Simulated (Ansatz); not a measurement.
# Dielectric response of MgO (001) films, part 2 of 2

Wanted: ε of rocksalt MgO (001) by finite fields on slabs, and the band edges against the vacuum where run.

Ansatz 0.2.0; plane-wave DFT, PBEsol, Ansatz PAW.

So far, gap on the k-mesh (eV): step 2 (relaxation, 6 atoms, units 3) 3.55; step 12 (atoms held, 10 atoms, units 5, field 0.05 V/Å) 3.64; step 13 (atoms held, 10 atoms, units 5, field -0.05 V/Å) 3.64; step 15 (field on, atoms free, 10 atoms, units 5, field 0.05 V/Å) 3.68; step 16 (field on, atoms free, 10 atoms, units 5, field -0.05 V/Å) 3.68.

## 17. Response with the atoms relaxed, 10 atoms, units 5

This step: plane-wave DFT, PBEsol, Ansatz PAW; response to a field along the normal, atoms relaxed (Ansatz 0.2.0).

Local field over the applied field, running mean. From the potentials at -0.05 and 0.05 V/Å; running mean over 2.105 Å, taken twice. Local field over applied field against z:

z (Å), local field over applied field and a bar:
```
      4.5      0.997 ##############################
      5.0      0.993 ##############################
      5.5      0.980 #############################
      6.0      0.950 #############################
      6.5      0.872 ##########################
      7.0      0.747 ######################
      7.5      0.564 #################
      8.0      0.356 ##########
      8.5      0.193 #####
      9.0      0.083 ##
      9.5      0.032 
     10.0      0.044 
     10.5      0.065 #
     11.0      0.077 #
     11.5      0.096 ##
     12.0      0.101 ##
     12.5      0.097 ##
     13.0      0.096 ##
     13.5      0.096 ##
     14.0      0.097 ##
     14.5      0.102 ##
     15.0      0.094 ##
     15.5      0.074 #
     16.0      0.064 #
     16.5      0.039 
     17.0      0.035 
     17.5      0.097 ##
     18.0      0.214 ######
     18.5      0.388 ###########
     19.0      0.596 ##################
     19.5      0.772 #######################
     20.0      0.888 ###########################
     20.5      0.956 #############################
     21.0      0.983 ##############################
     21.5      0.994 ##############################
     22.0      0.998 ##############################
```

The induced dipole is that of a conductor 10.59 Å thick.

## 18. Relaxation, 16 atoms, units 8

This step: plane-wave DFT, PBEsol, Ansatz PAW (Ansatz 0.2.0).

System of this step: MgO (001), 8 units. The cell holds 16 atoms: 8 Mg and 8 O. Its edges and angles: a = 2.977 Å, b = 2.977 Å, c = 32.735 Å, α = 90.0°, β = 90.0°, γ = 90.0°. It derives from MgO (rocksalt MgO). Vacuum lies along c.

input.yaml reads:

```yaml
crystal:
  lattice:
    - [2.97691955, 0.0, 0.0]
    - [0.0, 2.97691955, 0.0]
    - [0.0, 0.0, 32.735]
  atoms:
    - { symbol: Mg, position: [0.5, 0.5, 0.2749350848] }
    - { symbol: O, position: [0.0, 0.0, 0.2749350848] }
    - { symbol: Mg, position: [0.0, 0.0, 0.3392393463] }
    - { symbol: O, position: [0.5, 0.5, 0.3392393463] }
    - { symbol: Mg, position: [0.5, 0.5, 0.4035436078] }
    - { symbol: O, position: [0.0, 0.0, 0.4035436078] }
    - { symbol: Mg, position: [0.0, 0.0, 0.4678478693] }
    - { symbol: O, position: [0.5, 0.5, 0.4678478693] }
    - { symbol: Mg, position: [0.5, 0.5, 0.5321521307] }
    - { symbol: O, position: [0.0, 0.0, 0.5321521307] }
    - { symbol: Mg, position: [0.0, 0.0, 0.5964563922] }
    - { symbol: O, position: [0.5, 0.5, 0.5964563922] }
    - { symbol: Mg, position: [0.5, 0.5, 0.6607606537] }
    - { symbol: O, position: [0.0, 0.0, 0.6607606537] }
    - { symbol: Mg, position: [0.0, 0.0, 0.7250649152] }
    - { symbol: O, position: [0.5, 0.5, 0.7250649152] }
kpoints:
  mp_grid: { grid: [10, 10, 1] }
hamiltonian:
  xc: pbesol
scf:
  occupations: { method: fixed }
  convergence: { dr2_threshold: 1.0e-09 }
efield:
  axis: 3
  dipole_correction: true
  ramp_position: 0.97
  ramp_width: 0.06
relax:
  f_tol: 0.003
  max_steps: 100
output:
  write_potential: true
  write_density: true
  volumetric_format: npy
```

Launch:

```
$ ansatz run input.yaml --threads 4 --pin off --max-ram 8192MiB --backend cpu --events-out ev --progress --plain --runs-dir out
```

It took 35 s on 4 threads of Intel Xeon Platinum 8259CL at 2.50GHz (Skylake/Cascade Lake), shared host; peak memory 0.94 GiB.

Step by step:

```csv
step,energy less that of the first step (eV),largest force component (eV/Å)
1,0.0000,0.4434
2,-0.0191,0.0929
3,-0.0203,0.0162
4,-0.0203,0.0011
```

Forces are held to the 8 operations that the run works with; a distortion that breaks them can't arise in this run.

The atoms that moved most (Å):

```csv
atom,dx,dy,dz,length
O2,0.000,0.000,-0.036,0.036
O16,0.000,0.000,0.036,0.036
Mg3,0.000,0.000,-0.012,0.012
Mg13,0.000,0.000,0.012,0.012
Mg15,0.000,0.000,-0.011,0.011
Mg1,0.000,0.000,0.011,0.011
O12,0.000,0.000,0.005,0.005
O6,0.000,0.000,-0.005,0.005
```

Running mean over 2.105 Å of the planar mean; the ramp of the sawtooth is left out. The electron's electrostatic potential energy less the highest filled level by z:

```csv
z (Å),electron's electrostatic potential energy less the highest filled level (eV)
3.5,5.26
4.0,5.26
4.5,5.26
5.0,5.26
5.5,5.25
6.0,5.24
6.5,5.17
7.0,4.88
7.5,3.53
8.0,-0.539
8.5,-4.00
9.0,-4.88
9.5,-5.06
10.0,-5.12
10.5,-5.13
11.0,-5.12
11.5,-5.09
12.0,-5.06
12.5,-5.06
13.0,-5.08
13.5,-5.09
14.0,-5.07
14.5,-5.07
15.0,-5.09
15.5,-5.09
16.0,-5.08
16.5,-5.07
17.0,-5.09
17.5,-5.09
18.0,-5.08
18.5,-5.07
19.0,-5.08
19.5,-5.09
20.0,-5.07
20.5,-5.05
21.0,-5.08
21.5,-5.11
22.0,-5.13
22.5,-5.13
23.0,-5.09
23.5,-5.00
24.0,-4.60
24.5,-2.53
25.0,1.90
25.5,4.52
26.0,5.08
26.5,5.21
27.0,5.25
27.5,5.26
28.0,5.26
28.5,5.26
29.0,5.26
29.5,5.26
```

The relaxation took 4 steps and lowered the energy by 0.020 eV; the largest force on the free atoms ends at 0.0011 eV/Å.

The gap is 3.75 eV, with the valence edge 5.26 eV and the conduction edge 1.50 eV under the upper vacuum level.

## 19. Comparing the runs

Times are for 4 threads of Intel Xeon Platinum 8259CL at 2.50GHz (Skylake/Cascade Lake), shared host. The series side by side:

```csv
no.,units,gap by band count (eV),"ionisation energy, upper face (eV)","electron affinity, upper face (eV)",time,memory (GiB)
1,3,3.551,5.271,1.720,9.9 s,0.51
2,5,3.696,5.265,1.570,17 s,0.67
3,8,3.754,5.258,1.504,35 s,0.94
```

The valence density, planar mean (3) oscillates, so the rows of the table below give means over windows of 1 Å about each position, cut where the curve ends. Its maxima inside the range that stand out by 2 % of the span (Å: e/Å³): 9.0: 2.26, 11.1: 2.28, 13.2: 2.26. Its minima: 10.1: 0.153, 12.1: 0.153.

The runs together. Valence density, planar mean against z; means over each step:

```csv
z (Å),3 (e/Å³),5 (e/Å³),8 (e/Å³)
5,2.6e-5,2.7e-5,2.7e-5
6,4.1e-4,4.2e-4,4.2e-4
7,0.00681,0.00702,0.00703
8,0.154,0.162,0.159
9,1.50,1.48,1.49
10,0.248,0.258,0.253
11,1.47,1.46,1.46
12,0.302,0.310,0.308
13,1.38,1.38,1.38
14,0.343,0.402,0.401
15,0.0123,1.23,1.24
16,7.4e-4,0.555,0.546
17,4.7e-5,1.05,1.04
18,3.1e-6,0.710,0.743
19,0,0.0230,0.836
20,0,0.00135,0.952
21,0,8.6e-5,0.631
22,0,8.2e-6,1.74
```

## 20. Single point on the relaxed film, 16 atoms, units 8

input.yaml reads:

```yaml
crystal:
  lattice:
    - [2.97691955, 0.0, 0.0]
    - [0.0, 2.97691955, 0.0]
    - [0.0, 0.0, 32.735]
  atoms:
    - { symbol: Mg, position: [0.5, 0.5, 0.2752733457] }
    - { symbol: O, position: [0.0, 0.0, 0.2738469793] }
    - { symbol: Mg, position: [0.0, 0.0, 0.3388675836] }
    - { symbol: O, position: [0.5, 0.5, 0.3391119731] }
    - { symbol: Mg, position: [0.5, 0.5, 0.4034223056] }
    - { symbol: O, position: [0.0, 0.0, 0.4033824956] }
    - { symbol: Mg, position: [0.0, 0.0, 0.467796145] }
    - { symbol: O, position: [0.5, 0.5, 0.4678049903] }
    - { symbol: Mg, position: [0.5, 0.5, 0.5322038553] }
    - { symbol: O, position: [0.0, 0.0, 0.53219501] }
    - { symbol: Mg, position: [0.0, 0.0, 0.5965776946] }
    - { symbol: O, position: [0.5, 0.5, 0.5966175045] }
    - { symbol: Mg, position: [0.5, 0.5, 0.6611324162] }
    - { symbol: O, position: [0.0, 0.0, 0.6608880268] }
    - { symbol: Mg, position: [0.0, 0.0, 0.724726654] }
    - { symbol: O, position: [0.5, 0.5, 0.7261530204] }
kpoints:
  mp_grid: { grid: [10, 10, 1] }
hamiltonian:
  xc: pbesol
scf:
  occupations: { method: fixed }
  convergence: { dr2_threshold: 1.0e-09 }
efield:
  axis: 3
  dipole_correction: true
  ramp_position: 0.97
  ramp_width: 0.06
output:
  eigenvalues: true
  dos: { projected: true, e_range: [-7, 7] }
  write_potential: true
  write_density: true
  volumetric_format: npy
checkpoint:
  write: end8.run
  compress: false
  write_wavefunctions: false
```

It took 15 s on 4 threads; peak memory 1 GiB; 57 s of CPU time.

Running mean over 2.105 Å of the planar mean; the ramp of the sawtooth is left out. Table of electron's electrostatic potential energy less the highest filled level by z:

```csv
z (Å),electron's electrostatic potential energy less the highest filled level (eV)
4,5.26
5,5.26
6,5.24
7,4.88
8,-0.539
9,-4.88
10,-5.12
11,-5.12
12,-5.06
13,-5.08
14,-5.07
15,-5.09
16,-5.08
17,-5.09
18,-5.08
19,-5.08
20,-5.07
21,-5.08
22,-5.13
23,-5.09
24,-4.60
25,1.90
26,5.08
27,5.25
28,5.26
29,5.26
```

The gap is 3.75 eV, with the valence edge 5.26 eV and the conduction edge 1.50 eV under the upper vacuum level.

## 21. Atoms held, 16 atoms, units 8, field 0.05 V/Å

Changes to input.yaml since step 20:

```diff
@@ -28,3 +28,3 @@
   occupations: { method: fixed }
-  convergence: { dr2_threshold: 1.0e-09 }
+  convergence: { dr2_threshold: 1.0e-10 }
 efield:
@@ -34,5 +34,4 @@
   ramp_width: 0.06
+  amplitude: 0.05
 output:
-  eigenvalues: true
-  dos: { projected: true, e_range: [-7, 7] }
   write_potential: true
@@ -40,5 +39 @@
   volumetric_format: npy
-checkpoint:
-  write: end8.run
-  compress: false
-  write_wavefunctions: false
```

Wall time 16 s (4 threads); peak memory 1 GiB; 62 s of CPU time.

The dipole is 0.0310 e·Å, and the gap on the mesh 3.574 eV.

## 22. Single point, 16 atoms, units 8, field -0.05 V/Å

Changes to input.yaml since step 21:

```diff
@@ -34,3 +34,3 @@
   ramp_width: 0.06
-  amplitude: 0.05
+  amplitude: -0.05
 output:
```

The job ended after 16 s (4 threads; peak memory 1 GiB).

The dipole is -0.0310 e·Å, and the gap on the mesh 3.574 eV.

## 23. Response with the atoms held, 16 atoms, units 8

This step: plane-wave DFT, PBEsol, Ansatz PAW; response to a field along the normal, atoms held (Ansatz 0.2.0).

Local field over the applied field, running mean. From the potentials at -0.05 and 0.05 V/Å; running mean over 2.105 Å, taken twice. The local field over applied field by z:

```csv
z (Å),local field over applied field
5,0.991
6,0.943
7,0.767
8,0.479
9,0.291
10,0.271
11,0.296
12,0.306
13,0.307
14,0.307
15,0.308
16,0.308
17,0.308
18,0.308
19,0.307
20,0.307
21,0.305
22,0.291
23,0.266
24,0.322
25,0.556
26,0.829
27,0.964
28,0.995
```

The induced dipole is that of a conductor 12.67 Å thick.

## 24. Field on, atoms free, 16 atoms, units 8, field 0.05 V/Å

This step: plane-wave DFT, PBEsol, Ansatz PAW (Ansatz 0.2.0).

Changes to input.yaml since step 22:

```diff
@@ -34,3 +34,6 @@
   ramp_width: 0.06
-  amplitude: -0.05
+  amplitude: 0.05
+relax:
+  f_tol: 0.0006
+  max_steps: 70
 output:
```

Run time: 33 s. Hardware: 4 threads; peak memory 0.92 GiB; 2.1 min of CPU time.

The relaxation took 4 steps and lowered the energy by 2.2e-4 eV; the largest force on the free atoms ends at 2.2e-4 eV/Å.

The dipole is 0.0399 e·Å, and the gap on the mesh 3.701 eV.

## 25. Relaxing in the field, 16 atoms, units 8, field -0.05 V/Å

Changes to input.yaml since step 24:

```diff
@@ -34,3 +34,3 @@
   ramp_width: 0.06
-  amplitude: 0.05
+  amplitude: -0.05
 relax:
```

It took 33 s on 4 threads; peak memory 0.92 GiB.

The relaxation took 4 steps and lowered the energy by 2.2e-4 eV; the largest force on the free atoms ends at 2.2e-4 eV/Å.

The dipole is -0.0399 e·Å, and the gap on the mesh 3.701 eV.

## 26. Response with the atoms relaxed, 16 atoms, units 8

This step: plane-wave DFT, PBEsol, Ansatz PAW; response to a field along the normal, atoms relaxed (Ansatz 0.2.0).

Local field over the applied field, running mean. From the potentials at -0.05 and 0.05 V/Å; running mean over 2.105 Å, taken twice. Local field over applied field against z:

```csv
z (Å),local field over applied field
5,0.993
6,0.949
7,0.744
8,0.353
9,0.0840
10,0.0440
11,0.0770
12,0.103
13,0.0969
14,0.0932
15,0.0948
16,0.0960
17,0.0958
18,0.0945
19,0.0932
20,0.0982
21,0.103
22,0.0692
23,0.0313
24,0.137
25,0.463
26,0.817
27,0.969
28,0.996
```

The induced dipole is that of a conductor 16.31 Å thick.

## 27. Electronic ε from the series

This step: plane-wave DFT, PBEsol, Ansatz PAW; permittivity from the thickness series, atoms held (Ansatz 0.2.0).

Each added layer adds t(1 − 1/ε) to the dipole term, so the slope against thickness gives ε without a choice of where the film ends.

This step gave:

```
slope                : 0.6919
intercept of the fit : 2.423 Å
ε of the interior    : 3.245
```

The equivalent conductor thickness by distance between the outer atoms:

```csv
distance between the outer atoms (Å),equivalent conductor thickness (Å)
4.26,5.37
8.48,8.29
14.81,12.7
```

By hand, from the thinnest and the thickest film: slope = (12.668 − 5.374) / (14.806 − 4.264) = 0.692, so ε = 1/(1 − 0.692) = 3.25.

## 28. Static ε from the series

This step: plane-wave DFT, PBEsol, Ansatz PAW; permittivity from the thickness series, atoms relaxed (Ansatz 0.2.0).

The same fit for the relaxed films. The nearer its slope lies to 1, the more ε hangs on small errors.

Numbers from this step:

- slope: 0.9040
- intercept of the fit: 2.921 Å
- ε of the interior: 10.42

The equivalent conductor thickness by distance between the outer atoms:

```csv
distance between the outer atoms (Å),equivalent conductor thickness (Å)
4.26,6.78
8.48,10.6
14.81,16.3
```

By hand, from the thinnest and the thickest film: slope = (16.309 − 6.778) / (14.807 − 4.264) = 0.904, so ε = 1/(1 − 0.904) = 10.4. One nm of such a film has the capacitance of 3.9/10.4 = 0.37 nm of SiO₂ (its equivalent oxide thickness).

## 29. A changed input

This step: plane-wave DFT, PBEsol, Ansatz PAW (Ansatz 0.2.0).

System of this step: MgO (001), 3 units. The cell holds 6 atoms: 3 Mg and 3 O. Cell: a = 2.977 Å, b = 2.977 Å, c = 22.210 Å, α = 90.0°, β = 90.0°, γ = 90.0°. It derives from MgO (rocksalt MgO). Vacuum lies along c.

A run with a changed input: it repeats the earlier run at 0.05 V/Å, 3 units with efield.dipole_correction from true to false.

input.yaml, the sections that differ from step 25:

```yaml
crystal:
  lattice:
    - [2.97691955, 0.0, 0.0]
    - [0.0, 2.97691955, 0.0]
    - [0.0, 0.0, 22.21]
  atoms:
    - { symbol: Mg, position: [0.5, 0.5, 0.4060444375] }
    - { symbol: O, position: [0.0, 0.0, 0.4040113676] }
    - { symbol: Mg, position: [0.0, 0.0, 0.5000000002] }
    - { symbol: O, position: [0.5, 0.5, 0.4999999998] }
    - { symbol: Mg, position: [0.5, 0.5, 0.5939555623] }
    - { symbol: O, position: [0.0, 0.0, 0.5959886326] }
efield:
  axis: 3
  dipole_correction: false
  ramp_position: 0.97
  ramp_width: 0.06
  amplitude: 0.05
# kpoints, hamiltonian, scf, output: as in step 25
# relax: removed
```

Elapsed: 3.7 s, on 4 threads; peak memory 0.51 GiB; 14 s of CPU time.

```csv
quantity,this run,earlier run,difference
dipole along the normal (e·Å),0.01736,0.01316,0.0042
gap on the k-mesh (eV),3.530,3.538,-0.0084
```

With the dipole correction off, the periodic images add a field of their own to the typed one.

What moves beyond 0.01 in its unit (for the dipole 0.5 % and 5e-5 e·Å): dipole along the normal (+0.0042 e·Å).

These numbers are not those of the isolated slab.

## 30. The same run with other settings

An input spoilt on purpose, to show how the run answers: it repeats the earlier run at 0.05 V/Å, 3 units with efield.ramp_position from 0.97 to 0.475, and scf.max_iter set to 100.

Changes to input.yaml since step 29:

```diff
@@ -19,6 +19,7 @@
   convergence: { dr2_threshold: 1.0e-10 }
+  max_iter: 100
 efield:
   axis: 3
-  dipole_correction: false
-  ramp_position: 0.97
+  dipole_correction: true
+  ramp_position: 0.475
   ramp_width: 0.06
```

Run time: 0.23 s. Hardware: 4 threads; peak memory 0.26 GiB.

The input was rejected at the start.

The program's message: “Error: efield: ion 2 (Mg) at fractional coordinate 0.5000 along the field axis lies inside the sawtooth ramp with 2 of the planes that the density is read on at each end, [0.4617, 0.5483] — the ramp m …”

The fault put into the input: the ramp among the atoms.

## 31. Results

```yaml
electronic_eps_from_the_thickness_series: 3.25
static_eps_from_the_thickness_series: 10.4
local_electronic_eps_middle_of_8_units: 3.25
```

The films give an electronic ε of 3.25 and a static ε of 10.4. The slope of the series and the field inside the thickest film give 3.25 and 3.25, in agreement. Ions raise ε from 3.25 to 10.4. The in-plane lattice constants are held at typed bulk values. Semilocal functionals tend to overestimate the electronic ε a little.

[Logs are printed without paths, hosts, clocks, repeated set-up lines and the standing remarks that a program may print on its own settings, such as how far it seeks lower states.]

[Hosts, paths, dates, database ids (printed as entryN), source tags and the programs' standing remarks are cut or masked in the printed files.]

[Maps of the electrostatic potential energy from Ansatz leave out the sawtooth potential of an applied field or a dipole correction, so their vacuum need not be flat; planar profiles and work functions include it.]
